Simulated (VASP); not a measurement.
**BN in VASP: one cell, several levels of theory**

What does VASP give for BN (rocksalt), under +1.9 % biaxial strain in x and y, z held, the cell held fixed? Runs: PBE, r2SCAN. The results are then set beside those of Ansatz 0.2.0 for the same cell. This is a trial cell built on a prototype, not taken from a measured structure, and it needn't be the compound's ground state.

Code: VASP 6.6.1. PAW datasets, plane waves. Simulation only: spin-unpolarised, and no claim that this is the phase found in nature.

## Step 1: The cell

The cell comes from an earlier relaxation with r2SCAN in another program, then strained, with the atoms relaxed again.

Space group I4/mmm (No. 139), tetragonal; conventional cell a = 2.515 Å, c = 3.492 Å, 5.52 Å³ an atom. Near B stand 6 N at 1.75–1.78 Å; near N stand 6 B at 1.75–1.78 Å.

Coordinates:

```cif
data_structure
_symmetry_space_group_name_H-M 'P 1'
_symmetry_Int_Tables_number 1
_cell_length_a 2.4923
_cell_length_b 2.4923
_cell_length_c 2.5154
_cell_angle_alpha 59.693
_cell_angle_beta 59.693
_cell_angle_gamma 60.614
_cell_volume 11.05
loop_
_atom_site_label
_atom_site_type_symbol
_atom_site_fract_x
_atom_site_fract_y
_atom_site_fract_z
_atom_site_occupancy
B1 B 0.00000 0.00000 0.00000 1
N1 N 0.50000 0.50000 0.50000 1
```

## Step 2: Single point with PBE

File INCAR:

```
ENCUT = 520.000000
SIGMA = 0.020000
EDIFF = 1.00e-07
GGA = PE
PREC = Accurate
IBRION = -1
ISIF = 2
ISMEAR = -1
NBANDS = 11
NELM = 120
NSW = 0
LASPH = .TRUE.
LCHARG = .TRUE.
LELF = .TRUE.
LWAVE = .FALSE.
LREAL = .FALSE.
```

File KPOINTS:

```
KPOINTS created by Atomic Simulation Environment
0
Gamma
12 12 12
0 0 0
```

File KPOINTS_OPT:

```
special points
7
Reciprocal
0.0000000000 0.0000000000 0.0000000000 1
0.5000000000 0.0000000000 0.5000000000 1
0.6250000000 0.2500000000 0.6250000000 1
0.3750000000 0.3750000000 0.7500000000 1
0.5000000000 0.5000000000 0.5000000000 1
0.5000000000 0.2500000000 0.7500000000 1
0.0000000000 0.1666666667 -0.1666666667 1
```

File POSCAR:

```
B  N
 1.0000000000000000
     0.0000000000000000    1.7786474624999999    1.7458259350000001
     1.7786474624999999    0.0000000000000000    1.7458259350000001
     1.7786474624999999    1.7786474624999999    0.0000000000000000
 B   N
   1   1
Cartesian
  0.0000000000000000  0.0000000000000000  0.0000000000000000
  1.7786474624999999  1.7786474624999999  1.7458259350000001
```

The run uses the recommended PBE PAW datasets (8 valence electrons a neutral cell).

Started as:

```console
$ mpirun -np 1 vasp_std
```

## Step 3: r2SCAN at this geometry

File INCAR:

```
ENCUT = 520.000000
SIGMA = 0.010000
EDIFF = 1.00e-07
ALGO = Normal
METAGGA = R2SCAN
PREC = Accurate
IBRION = -1
ISIF = 2
ISMEAR = 0
NBANDS = 11
NELM = 120
NSW = 0
LASPH = .TRUE.
LCHARG = .FALSE.
LWAVE = .FALSE.
LREAL = .FALSE.
```

KPOINTS is that of step 2.

KPOINTS_OPT is that of step 2.

POSCAR is that of step 2.

Q: Predict the outcome of this session. Wanted: for each run, gap; pressure; Ansatz: gap; Ansatz: pressure.

The runs gave:

| level | gap (eV) | pressure (GPa) | Ansatz: gap (eV) | Ansatz: pressure (GPa) |
| --- | --- | --- | --- | --- |
| PBE | 0.65 | -9.70 | 0.65 | -9.57 |
| r2SCAN | 0.76 | -13.23 | 0.77 | -13.54 |

What this shows: The gap runs from 0.65 eV (PBE) to 0.76 eV (r2SCAN). The pressure is highest with PBE (-9.7 GPa) and lowest with r2SCAN (-13.2 GPa), which orders the cells that they would relax to. The two programs agree on the gap within 0.02 eV, far less than the spread between functionals. Datasets and cutoffs are each program's own.
